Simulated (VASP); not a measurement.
Write the native input for VASP 6.6.1 that does the following.

```yaml
Task: relaxation of cell and atoms
Functional: PBE
Dispersion: D3(BJ)
Potentials_or_basis: VASP PAW PBE potentials, release 64 (Sb)
Cutoff: 520 eV
k_mesh: 3 × 3 × 3
Occupations: gaussian, width 0.02 eV
Spin: no spin polarisation
Further_INCAR_settings: ALGO = Normal; EDIFF = 1e-07; IBRION = 2; EDIFFG = -0.002; NSW = 80; ISIF = 3
```

The structure of Sb lies in POSCAR:

```
Sb                                      
1.0
    2.1953448279      1.2674829275      3.6774382507
   -2.1953448279      1.2674829275      3.6774382507
    0.0000000000     -2.5349658549      3.6774382507
  Sb            
     2
Direct
     0.2318011591601910    0.2318011591601910    0.2318011591601910
     0.7681988408398089    0.7681988408398089    0.7681988408398089
```

The input as run:

INCAR

```
PREC = Accurate
ENCUT = 520
EDIFF = 1E-7
ISMEAR = 0
SIGMA = 0.02
LREAL = F
LASPH = T
NELM = 100
ALGO = Normal
ISIF = 3
LWAVE = F
LCHARG = F
GGA = PE
IVDW = 12
IBRION = 2
NSW = 80
EDIFFG = -0.002
```

KPOINTS

```
Automatic mesh
0
Gamma
  3 3 3
```

Potentials or basis: VASP PAW PBE potentials, release 64 (Sb).

Launch:

```bash
$ cat potpaw_PBE.64/Sb/POTCAR > POTCAR
$ mpirun -np 1 vasp_std > vasp.out
```

It gave:

```
Pressure after relaxing    : 0.0 GPa
Band gap on the k mesh     : 1.42 eV, indirect (least direct gap 1.43 eV)
Dispersion energy per atom : -0.465 eV
```

Caveat: the k mesh is coarse (spacing up to 0.58 Å⁻¹), so the values aren't converged; the relaxation stopped at its first step, so nothing moved; spin-orbit coupling is left out, which moves the levels of the heavy elements; an odd mesh through Γ misses points on the zone boundary, where band edges often lie.

It took 6.1 s on 1 thread of Intel(R) Xeon(R) Platinum 8488C (Sapphire Rapids), on a shared host, peak memory 0.2 GiB.
